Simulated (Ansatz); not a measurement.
# TiO2: the cost of one run

Method: DFT PBEsol, scalar-relativistic, plane waves, PAW, in Ansatz 0.2.0.

1 further run of the same task is left out (set aside as unsound or not needed).

## (1) The system as given

Symmetry: I4_1/amd, No. 141, tetragonal system. The conventional cell has a = 3.771 Å, b = 3.771 Å, c = 9.546 Å, α = 90.00°, β = 90.00°, γ = 90.00°. Ti (site symmetry -4m2) is surrounded by 6 O at 1.93 to 1.98 Å. Around O (site symmetry 2mm) lie 3 Ti at 1.93 to 1.98 Å.

Structure file:

```
Ti O
1.0
    -1.88533    1.88533    4.77317
     1.88533   -1.88533    4.77317
     1.88533    1.88533   -4.77317
Ti O
2 4
Direct
  0.00000 0.00000 0.00000
  0.75000 0.25000 0.50000
  0.20762 0.20762 0.00000
  0.95762 0.45762 0.50000
  0.54238 0.04238 0.50000
  0.79238 0.79238 0.00000
```

This cell was relaxed beforehand with the same method: volume 11.31 Å³/atom, gap on the mesh 2.12 eV.

The bulk reference comes from a run made before at the same settings: -1199.9555 eV/atom.

## (2) Cutting the (001) slab

Miller indices refer to the conventional cell of the relaxed bulk, I4_1/amd (No. 141): a = 3.771 Å, b = 3.771 Å, c = 9.546 Å, α = 90.00°, β = 90.00°, γ = 90.00°.

The slab is a (001) slab, 15.1 Å thick as cut, with 15 Å of vacuum; its outer planes are O (top) and O (bottom).

The slab as cut. Its planes from the bottom up:

```tsv
plane	atoms per cell	height over the lowest (Å)
1	O	0.00
2	Ti	0.40
3	O	0.81
4	O	2.39
5	Ti	2.79
6	O	3.20
7	O	4.77
8	Ti	5.18
9	O	5.58
10	O	7.16
11	Ti	7.56
12	O	7.97
13	O	9.55
14	Ti	9.95
15	O	10.36
16	O	11.93
17	Ti	12.34
18	O	12.74
19	O	14.32
20	Ti	14.72
21	O	15.13
```

## (3) Single point on the unrelaxed (001) slab

A dipole layer in the vacuum cancels the field that periodic copies would set up if the slab's two faces differ.

Contents of input.yaml:

```yaml
crystal:
  lattice:
    - [3.7706690482, 0.0, 0.0]
    - [0.0, 3.7706690482, 0.0]
    - [0.0, 0.0, 30.1286567224]
  atoms:
    - { symbol: O, position: [0.0, 0.0, 0.2489324389] }
    - { symbol: Ti, position: [0.5, 0.0, 0.2623607463] }
    - { symbol: O, position: [0.5, 0.5, 0.2757890536] }
    - { symbol: O, position: [0.5, 0.0, 0.3281455235] }
    - { symbol: Ti, position: [0.5, 0.5, 0.3415738309] }
    - { symbol: O, position: [0.0, 0.5, 0.3550021382] }
    - { symbol: O, position: [0.5, 0.5, 0.4073586081] }
    - { symbol: Ti, position: [0.0, 0.5, 0.4207869154] }
    - { symbol: O, position: [0.0, 0.0, 0.4342152228] }
    - { symbol: O, position: [0.0, 0.5, 0.4865716926] }
    - { symbol: Ti, position: [0.0, 0.0, 0.5] }
    - { symbol: O, position: [0.5, 0.0, 0.5134283074] }
    - { symbol: O, position: [0.0, 0.0, 0.5657847772] }
    - { symbol: Ti, position: [0.5, 0.0, 0.5792130846] }
    - { symbol: O, position: [0.5, 0.5, 0.5926413919] }
    - { symbol: O, position: [0.5, 0.0, 0.6449978618] }
    - { symbol: Ti, position: [0.5, 0.5, 0.6584261691] }
    - { symbol: O, position: [0.0, 0.5, 0.6718544765] }
    - { symbol: O, position: [0.5, 0.5, 0.7242109464] }
    - { symbol: Ti, position: [0.0, 0.5, 0.7376392537] }
    - { symbol: O, position: [0.0, 0.0, 0.7510675611] }
basis:
  ecutwfc: 420
kpoints:
  mp_grid: { grid: [7, 7, 1] }
hamiltonian:
  xc: pbesol
scf:
  occupations: { method: gaussian, width: 0.05 }
output:
  forces: true
  stress: true
  eigenvalues: true
  write_density: true
  write_potential: true
  elf: true
  volumetric_format: npy
efield:
  axis: 3
  dipole_correction: true
  ramp_width: 0.04
```

Launch:

```console
ansatz run input.yaml --threads 2 --pin off --max-ram 5120MiB --backend cpu --events-out ev --progress --plain --runs-dir out
```

What time and memory should one allow on 2 threads of Intel Xeon Platinum 8259CL at 2.50GHz (Skylake/Cascade Lake), shared host?

About 82 s, with a peak of 1.2 GiB.
